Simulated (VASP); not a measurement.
Set up this calculation in VASP 6.6.1, as the native input.

| Quantity | Value |
| --- | --- |
| Task | single point |
| Functional | PBE |
| Potentials or basis | VASP PAW PBE potentials, release 64 (W_sv) |
| Cutoff | 520 eV |
| k mesh | 18 × 18 × 18 |
| Occupations | methfessel-paxton, width 0.2 eV |
| Spin | no spin polarisation |
| Further INCAR settings | ALGO = Normal; EDIFF = 1e-07 |

The structure of W lies in POSCAR:

```
W                                       
1.0
   -1.5926499075      1.5926499075      1.5926499075
    1.5926499075     -1.5926499075      1.5926499075
    1.5926499075      1.5926499075     -1.5926499075
  W             
     1
Direct
     0.0000000000000000    0.0000000000000000    0.0000000000000000
```

One way to write it, as run:

INCAR

```
SYSTEM = W
ALGO = Normal ; EDIFF = 1E-7
ENCUT = 520 ; GGA = PE
ISIF = 2 ; ISMEAR = 1
LASPH = .TRUE. ; LCHARG = .FALSE.
LREAL = .FALSE. ; LWAVE = .FALSE.
NELM = 100 ; PREC = Accurate
SIGMA = 0.2
```

KPOINTS

```
k-points
0
G
  18 18 18
  0 0 0
```

Potentials or basis: VASP PAW PBE potentials, release 64 (W_sv).

The run is started by

```sh
$ cat potpaw_PBE.64/W_sv/POTCAR > POTCAR
$ mpirun -np 1 vasp_std > vasp.out
```

It gave:

```
Pressure               : 0.0 GPa
Band gap on the k mesh : none (metal or under the smearing width)
```

Wall time 20 s on 1 thread of AMD EPYC 9R45 96-Core Processor (Zen 5), with other jobs on the host, peak memory 0.14 GiB.
